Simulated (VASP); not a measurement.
# Cs in VASP: notebook

One slab, Cs, is run at these levels: PBE; tasks: work function.

All numbers are computed with VASP 6.6.1; they aren't measurements. Logs are shortened: lines on timing, memory, paths and dates and some standing lists are left out, and cuts for length are marked.

**1. Starting point**

The cell holds a slab with vacuum, 3 atoms: a = 5.235 Å, b = 5.235 Å, c = 23.549 Å, α = 90.00°, β = 90.00°, γ = 109.47°.

The slab is cut from a database's or a generator's crystal, which needn't be the stable form of the element.

**2. Work function, PBE**

File INCAR:

```
SYSTEM = Cs
PREC     = Accurate       ! precision mode
ENCUT    = 520            ! plane-wave cutoff, eV
EDIFF    = 1E-6           ! SCF threshold, eV
ISMEAR   = -1             ! smearing method
SIGMA    = 0.05           ! smearing width, eV
LREAL    = .False.        ! projectors in reciprocal space
LASPH    = .True.         ! aspherical terms in the spheres
NELM     = 80             ! most SCF steps
ALGO     = Normal         ! electronic algorithm
ISIF     = 2              ! what is computed and relaxed
LWAVE    = .False.        ! write WAVECAR
LCHARG   = .False.        ! write CHGCAR
LDIPOL   = .True.       
IDIPOL   = 3            
DIPOL    = 0.5 0.5 0.500
GGA      = PE             ! functional
EFIELD   = -0.3         
LVHAR    = .True.       
LVACPOTAV= .True.
```

File KPOINTS:

```
Automatic mesh
0
Gamma
  6 6 1
  0 0 0
```

File POSCAR:

```
Cs
1.0
    5.2351235659      0.0000000000      0.0000000000
   -1.7450411886      4.9357218317      0.0000000000
    0.0000000000      0.0000000000     23.5489209845
Cs
3
Direct
    0.5000000000      0.5000000000      0.3184859300
    0.0000000000      0.0000000000      0.5000000000
    0.5000000000      0.5000000000      0.6815140700
```

Potentials or basis: VASP PAW PBE potentials, release 64 (Cs_sv).

Launch:

```console
$ cat potpaw_PBE.64/Cs_sv/POTCAR > POTCAR
$ mpirun -np 1 vasp_std > vasp.out
```

OUTCAR:

```text
SYSTEM = Cs
   PREC = Accurate
   ENCUT = 520
   EDIFF = 1E-6
   ISMEAR = -1
   LREAL = .False.
   LASPH = .True.
   NELM = 80
   ISIF = 2
   GGA = PE

 ion  position               nearest neighbor table
   1  0.500  0.500  0.318-
   2  0.000  0.000  0.500-
   3  0.500  0.500  0.682-

  LATTYP: Found a base centered orthorhombic cell.
 ALAT       =     6.0450000000
 B/A-ratio  =     1.4142135624
 C/A-ratio  =     3.8956031405

  Lattice vectors:

 A1 = (   5.2351235659,   0.0000000000,   0.0000000000)
 A2 = (  -1.7450411886,   4.9357218317,   0.0000000000)
 A3 = (   0.0000000000,   0.0000000000,  23.5489209845)

Analysis of symmetry for initial positions (statically):
=====================================================================
 Subroutine PRICEL returns:
 Original cell was already a primitive cell.

 Routine SETGRP: Setting up the symmetry group for a
 base centered orthorhombic supercell.

 Subroutine GETGRP returns: Found  8 space group operations
 (whereof  8 operations were pure point group operations)
 out of a pool of  8 trial point group operations.

The static configuration has the point symmetry D_2h.

Analysis of symmetry for dynamics (positions and initial velocities):
=====================================================================
 An external electric field (EFIELD) may reduce the allowed symmetry operations
 Subroutine PRICEL returns:
 Original cell was already a primitive cell.

 Routine SETGRP: Setting up the symmetry group for a
 base centered orthorhombic supercell.

 Subroutine GETGRP returns: Found  4 space group operations
 (whereof  4 operations were pure point group operations)
 out of a pool of  8 trial point group operations.

The dynamic configuration has the point symmetry C_2v.

 Subroutine INISYM returns: Found  4 space group operations
 (whereof  4 operations are pure point group operations),
 and found     1 'primitive' translations

----------------------------------------------------------------------------------------

                                     Primitive cell

  volume of cell :     608.4832

  direct lattice vectors                    reciprocal lattice vectors
     5.235123566  0.000000000  0.000000000     0.191017459  0.067534870  0.000000000
    -1.745041189  4.935721832  0.000000000     0.000000000  0.202604611  0.000000000
     0.000000000  0.000000000 23.548920985     0.000000000  0.000000000  0.042464791

  length of vectors
     5.235123566  5.235123566 23.548920985     0.202604611  0.202604611  0.042464791

  position of ions in fractional coordinates (direct lattice)
     0.500000000  0.500000000  0.318485930
     0.000000000  0.000000000  0.500000000
     0.500000000  0.500000000  0.681514070

  ion indices of the primitive-cell ions
   primitive index   ion index
                 1           1
                 2           2
                 3           3

----------------------------------------------------------------------------------------

 KPOINTS: Automatic mesh

Automatic generation of k-mesh.
 Grid dimensions read from file:
 generate k-points for:    6    6    1

 Generating k-lattice:

  Cartesian coordinates                     Fractional coordinates (reciprocal lattice)
     0.031836243  0.011255812  0.000000000     0.166666667  0.000000000  0.000000000
     0.000000000  0.033767435  0.000000000     0.000000000  0.166666667  0.000000000
     0.000000000  0.000000000  0.042464791     0.000000000  0.000000000  1.000000000

  Length of vectors
     0.033767435  0.033767435  0.042464791

  Shift w.r.t. Gamma in fractional coordinates (k-lattice)
     0.000000000  0.000000000  0.000000000

 Subroutine IBZKPT returns following result:
 ===========================================

 Found     13 irreducible k-points:

 Following reciprocal coordinates:
            Coordinates               Weight
  0.000000  0.000000  0.000000      1.000000
  0.166667  0.000000  0.000000      4.000000
  0.333333 -0.000000  0.000000      4.000000
  0.500000 -0.000000  0.000000      2.000000
  0.166667  0.166667  0.000000      2.000000
  0.333333  0.166667  0.000000      4.000000
  0.500000  0.166667  0.000000      4.000000
 -0.333333  0.166667  0.000000      4.000000
 -0.166667  0.166667  0.000000      2.000000
  0.333333  0.333333  0.000000      2.000000
  0.500000  0.333333  0.000000      4.000000
 -0.333333  0.333333  0.000000      2.000000
  0.500000  0.500000  0.000000      1.000000
   k-points           NKPTS =     13   k-points in BZ     NKDIM =     13   number of bands    NBANDS=     17
   number of dos      NEDOS =    301   number of ions     NIONS =      3
   total plane-waves  NPLWV = 288000
   dimension x,y,z NGX =    40 NGY =   40 NGZ =  180
   dimension x,y,z NGXF=    80 NGYF=   80 NGZF=  360
   ions per type =               3
   NGX,Y,Z   is equivalent  to a cutoff of  12.70, 12.70, 12.71 a.u.
   NGXF,Y,Z  is equivalent  to a cutoff of  25.40, 25.40, 25.41 a.u.
 SYSTEM =  Cs
   PREC   = accura    normal or accurate (medium, high low for compatibility)
   ISTART =      0    job   : 0-new  1-cont  2-samecut
   ICHARG =      2    charge: 1-file 2-atom 10-const
   ISPIN  =      1    spin polarized calculation?
   LNONCOLLINEAR =      F non collinear calculations
   LSORBIT =      F    spin-orbit coupling
   LASPH  =      T    aspherical Exc in radial PAW
   ENCUT  =  520.0 eV  38.22 Ry    6.18 a.u.   9.73  9.73 43.79*2*pi/ulx,y,z
   NELM   =     80;   NELMIN=  2; NELMDL= -5     # of ELM steps
   EDIFF  = 0.1E-05   stopping-criterion for ELM
   LREAL  =      F    real-space projection
   EDIFFG = 0.1E-04   stopping-criterion for IOM
   NSW    =      0    number of steps for IOM
   IBRION =     -1    ionic relax: 0-MD 1-quasi-New 2-CG
   NFREE  =      0    steps in history (QN), initial steepest desc. (CG)
   ISIF   =      2    stress and relaxation
   ISYM   =      2    0-nonsym 1-usesym 2-fastsym
   POTIM  = 0.5000    time-step for ionic-motion
   TEBEG  =    0.0;   TEEND  =   0.0 temperature during run
   PSTRESS=    0.0 pullay stress
   NELECT =      27.0000    total number of electrons
   NUPDOWN=      -1.0000    fix difference up-down
   EMIN   =  10.00;   EMAX   =-10.00  energy-range for DOS
   EFERMI =   0.00;   METHOD = LEGACY
   ISMEAR =    -1;   SIGMA  =   0.05  broadening in eV -4-tet -1-fermi 0-gaus
   EFERMI_NEDOS =   21; number of points for ismear=-14 and -15
   IALGO  =     38    algorithm
   IMIX   =      4    mixing-type and parameters
     AMIX     =   0.40;   BMIX     =  1.00
     AMIX_MAG =   1.60;   BMIX_MAG =  1.00
  volume/ion in A,a.u.               =     202.83      1368.75
  Fermi-wavevector in a.u.,A,eV,Ry     =   0.579580  1.095247  4.570370  0.335913
  Thomas-Fermi vector in A             =   1.623344
   LORBIT       =      0    0 simple, 1 ext, 2 COOP (PROOUT), +10 PAW based schemes
   GGA     = PE    functional components
[... 5 lines left out ...]
 non-spin polarized calculation
  energy-cutoff  :      520.00
  volume of cell :      608.48
 maximum number of plane-waves:     16411
   NGX = 19   NGY = 19   NGZ = 87

 dipolmoment           0.000000      0.000000      0.000000 electrons x Angstroem

 number of electron      26.9999995 magnetization

 dipolmoment           0.000000      0.000000     -0.634746 electrons x Angstroem

 Free energy of the ion-electron system (eV)
  ---------------------------------------------------
  ext. energy  EPLUGINS =         0.00000000
  ---------------------------------------------------
  free energy    TOTEN  =        -2.44858760 eV

  energy without entropy =       -2.41556434  energy(sigma->0) =       -2.43207597

 E-fermi :  -0.6035     XC(G=0):  -3.5417

 val. band max:       -0.6086229173   @ k =   0.5000  -0.0000   0.0000
 cond. band min:      -0.5335159142   @ k =   0.3333   0.1667   0.0000
 fundamental gap:      0.0751070031
 Fermi energy:        -0.6034781622

 k-point     1 :       0.0000    0.0000    0.0000
  band No.  band energies     occupation
      1     -24.6630      2.00000
      2     -24.6306      2.00000
      3     -24.4228      2.00000
      4     -11.4999      2.00000
      5     -11.4670      2.00000
      6     -11.4098      2.00000
[... 9 lines left out ...]
     16      -0.0753      0.00005
     17       0.4084      0.00000

 k-point     2 :       0.1667    0.0000    0.0000
  band No.  band energies     occupation
      1     -24.6620      2.00000
      2     -24.6296      2.00000
      3     -24.4218      2.00000
      4     -11.4955      2.00000
      5     -11.4638      2.00000
      6     -11.4324      2.00000
[... 9 lines left out ...]
     16       0.0438      0.00000
     17       0.4593      0.00000

 k-point     3 :       0.3333   -0.0000    0.0000
  band No.  band energies     occupation
      1     -24.6600      2.00000
      2     -24.6276      2.00000
      3     -24.4198      2.00000
      4     -11.4897      2.00000
      5     -11.4869      2.00000
      6     -11.4588      2.00000
[... 9 lines left out ...]
     16       0.2860      0.00000
     17       0.3611      0.00000

 k-point     4 :       0.5000   -0.0000    0.0000
  band No.  band energies     occupation
      1     -24.6590      2.00000
      2     -24.6266      2.00000
      3     -24.4188      2.00000
      4     -11.5166      2.00000
      5     -11.4861      2.00000
      6     -11.4844      2.00000
[... 9 lines left out ...]
     16       0.2374      0.00000
     17       0.3455      0.00000

 k-point     5 :       0.1667    0.1667    0.0000
  band No.  band energies     occupation
      1     -24.6609      2.00000
      2     -24.6285      2.00000
      3     -24.4207      2.00000
      4     -11.4904      2.00000
      5     -11.4597      2.00000
      6     -11.4441      2.00000
[... 9 lines left out ...]
     16       0.2163      0.00000
     17       0.5652      0.00000

 k-point     6 :       0.3333    0.1667    0.0000
  band No.  band energies     occupation
      1     -24.6590      2.00000
      2     -24.6266      2.00000
      3     -24.4188      2.00000
      4     -11.4896      2.00000
      5     -11.4839      2.00000
      6     -11.4592      2.00000
[... 9 lines left out ...]
     16       0.2789      0.00000
     17       0.4352      0.00000

 k-point     7 :       0.5000    0.1667    0.0000
  band No.  band energies     occupation
      1     -24.6582      2.00000
      2     -24.6258      2.00000
      3     -24.4180      2.00000
      4     -11.5118      2.00000
      5     -11.4827      2.00000
      6     -11.4803      2.00000
[... 9 lines left out ...]
     16       0.2475      0.00000
     17       0.3110      0.00000

 k-point     8 :      -0.3333    0.1667    0.0000
  band No.  band energies     occupation
      1     -24.6593      2.00000
      2     -24.6269      2.00000
      3     -24.4191      2.00000
      4     -11.4866      2.00000
      5     -11.4811      2.00000
      6     -11.4550      2.00000
[... 9 lines left out ...]
     16       0.2268      0.00000
     17       0.4634      0.00000

 k-point     9 :      -0.1667    0.1667    0.0000
  band No.  band energies     occupation
      1     -24.6612      2.00000
      2     -24.6288      2.00000
      3     -24.4210      2.00000
      4     -11.4935      2.00000
      5     -11.4611      2.00000
      6     -11.4278      2.00000
[... 9 lines left out ...]
     16       0.0655      0.00000
     17       0.4690      0.00000

 k-point    10 :       0.3333    0.3333    0.0000
  band No.  band energies     occupation
      1     -24.6573      2.00000
      2     -24.6249      2.00000
      3     -24.4171      2.00000
      4     -11.4923      2.00000
      5     -11.4785      2.00000
      6     -11.4720      2.00000
[... 9 lines left out ...]
     16       0.2685      0.00000
     17       0.3043      0.00000

 k-point    11 :       0.5000    0.3333    0.0000
  band No.  band energies     occupation
      1     -24.6566      2.00000
      2     -24.6242      2.00000
      3     -24.4164      2.00000
      4     -11.5138      2.00000
      5     -11.4830      2.00000
      6     -11.4768      2.00000
[... 9 lines left out ...]
     16       0.2150      0.00000
     17       0.3069      0.00000

 k-point    12 :      -0.3333    0.3333    0.0000
  band No.  band energies     occupation
      1     -24.6576      2.00000
      2     -24.6252      2.00000
      3     -24.4174      2.00000
      4     -11.4945      2.00000
      5     -11.4808      2.00000
      6     -11.4636      2.00000
[... 9 lines left out ...]
     16       0.2045      0.00000
     17       0.4401      0.00000

 k-point    13 :       0.5000    0.5000    0.0000
  band No.  band energies     occupation
      1     -24.6558      2.00000
      2     -24.6234      2.00000
      3     -24.4156      2.00000
      4     -11.5268      2.00000
      5     -11.4959      2.00000
      6     -11.4746      2.00000
[... 9 lines left out ...]
     16       0.0385      0.00001
     17       0.1717      0.00000

------------------------ aborting loop because EDIFF is reached ----------------------------------------

  FORCE on cell =-STRESS in cart. coord.  units (eV):
  Direction    XX          YY          ZZ          XY          YZ          ZX
  --------------------------------------------------------------------------------------
  -------------------------------------------------------------------------------------
  Total        0.1448113      0.0700492      0.1061365     -0.1057296      0.0000000      0.0000000
  in kB        0.3812979      0.1844442      0.2794645     -0.2783932      0.0000000      0.0000000
  external PRESSURE =       0.2817355 kB  Pullay stress =       0.0000000 kB

 VOLUME and BASIS-vectors are now :
 -----------------------------------------------------------------------------
  energy-cutoff  :      520.00
  volume of cell :      608.48
      direct lattice vectors                 reciprocal lattice vectors
     5.235123566  0.000000000  0.000000000     0.191017459  0.067534870  0.000000000
    -1.745041189  4.935721832  0.000000000     0.000000000  0.202604611  0.000000000
     0.000000000  0.000000000 23.548920985     0.000000000  0.000000000  0.042464791

 POSITION                                       TOTAL-FORCE (eV/Angst)
 -----------------------------------------------------------------------------------
      1.74504      2.46786      7.50000         0.000000      0.000000     -0.030200
      0.00000      0.00000     11.77446        -0.000000      0.000000      0.001869
      1.74504      2.46786     16.04892         0.000000      0.000000      0.028331
 -----------------------------------------------------------------------------------
    total drift:                               -0.000000     -0.000000      0.000497

  FREE ENERGIE OF THE ION-ELECTRON SYSTEM (eV)
  ---------------------------------------------------
  free  energy   TOTEN  =        -2.4485876013 eV

  energy  without entropy=       -2.4155643392  energy(sigma->0) =       -2.43207597
```

It took 3.9 min on 1 thread of Intel Xeon Platinum 8375C at 2.90GHz (Ice Lake), shared host; peak memory 0.6 GiB.

What came out:

- Free energy: -2.4486 eV
- Largest force: 0.030 eV/Å
- Band gap on the k mesh: none (metal or under the smearing width)

Forces in eV/Å, atoms in the order of the input:
```
Cs   0.000  0.000 -0.030
Cs   0.000  0.000  0.002
Cs   0.000  0.000  0.028
```

(Continued in part 2 of 2.)
